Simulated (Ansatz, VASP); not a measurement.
TaN in VASP and in Ansatz

The input INCAR:

```
SYSTEM = TaN
PREC = Accurate ; ENCUT = 520
EDIFF = 1E-6 ; ISMEAR = 1
SIGMA = 0.2 ; LREAL = .FALSE.
LASPH = .TRUE. ; NELM = 60
ALGO = Normal ; ISIF = 2
LWAVE = .FALSE. ; LCHARG = .FALSE.
GGA = PE ; NBANDS = 24
```

File KPOINTS:

```
regular mesh
0
G
  15 15 8
  0 0 0
```

The input POSCAR:

```
TaN
1.0
    3.0500010905      0.0000000000      0.0000000000
   -1.5250005453      2.6413784260      0.0000000000
    0.0000000000      0.0000000000      4.9400000000
Ta N
2 2
Direct
    0.3333333333      0.6666666667      0.0000000000
    0.6666666667      0.3333333333      0.5000000000
    0.3333333333      0.6666666667      0.3850000000
    0.6666666667      0.3333333333      0.8850000000
```

Input for Ansatz:

```yaml
crystal:
  lattice:
    - [3.0500010905, 0.0, 0.0]
    - [-1.5250005453, 2.641378426, 0.0]
    - [0.0, 0.0, 4.94]
  atoms:
    - { symbol: Ta, position: [0.3333333333, 0.6666666667, 0.0] }
    - { symbol: Ta, position: [0.6666666667, 0.3333333333, 0.5] }
    - { symbol: "N", position: [0.3333333333, 0.6666666667, 0.385] }
    - { symbol: "N", position: [0.6666666667, 0.3333333333, 0.885] }
basis:
  ecutwfc: 420
kpoints:
  mp_grid: { grid: [15, 15, 8] }
hamiltonian:
  xc: pbe
scf:
  occupations: { method: cold, width: 0.2 }
output:
  forces: true
  stress: true
  eigenvalues: true
```

Alike in both runs: task single point; functional PBE; k mesh 15 × 15 × 8; no spin polarisation.

```csv
,VASP,Ansatz
version,VASP 6.6.1,Ansatz 0.2.0
potentials or method,"VASP PAW PBE potentials, release 64 (Ta_pv, N)","scalar-relativistic, plane waves, PAW"
plane-wave cutoff (eV),520,420
occupations,"methfessel-paxton of order 1, width 0.2 eV","cold, width 0.2 eV"
valence electrons in the cell,32,36
```

|  | VASP | Ansatz | Ansatz less VASP |
| --- | --- | --- | --- |
| gap on the k mesh at the Fermi level (eV) | none | none | - |
| rms of the force components (eV/Å) | 1.382 | 1.353 | -0.0292 |

Atom by atom the forces differ by 0.029 eV/Å (rms over components). A gap of «none» marks a metal or a gap that the smearing closes. The two sets of potentials don't hold the same shells in valence.

Caveats: forces of over 1 eV/Å show positions far from the minimum, so gaps and moduli don't describe the material at rest. The runs have no spin-orbit coupling, so splittings on Ta are missing.
